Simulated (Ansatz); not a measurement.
# SnO2 in Ansatz: the effect of strain

SnO2:

```xyz
3
Lattice="1.5524 0.8963 4.8006 -1.5524 0.8963 4.8006 0.0000 -1.7926 4.8006" Properties=species:S:1:pos:R:3 pbc="T T T"
Sn    0.0000    0.0000    7.2009
O     0.0000    0.0000   10.9861
O     0.0000    0.0000    3.4157
```

Measurements of this composition are mostly on another form, of space group No. 136.

The cell isn't the ideal one: strained by -4 %.

Alike in all runs:

| Item | Value |
| --- | --- |
| Program | Ansatz 0.2.0 |
| Task | single point |
| Functional | PBE |
| Potentials or basis | Ansatz PAW |
| Cutoff | 420 eV (not typed: the program's choice for these potentials) |
| k mesh | 10 × 10 × 10 |
| Occupations | fermi-dirac, width 0.05 eV |
| Spin | no spin polarisation |

```tsv
strain	gap on the mesh (eV)	pressure (GPa)	largest force (eV/Å)
-0.04	2.77	16.4	0.77
-0.02	2.34	7.0	0.27
-0.01	?	?	?
```

What does the run with strain -0.01 give?

gap on the mesh 2.13 eV; pressure 3.0 GPa; largest force 0.06 eV/Å.

Caveats: spin-orbit coupling is left out, which moves the levels of the heavy elements.

A k mesh can miss the band edges.
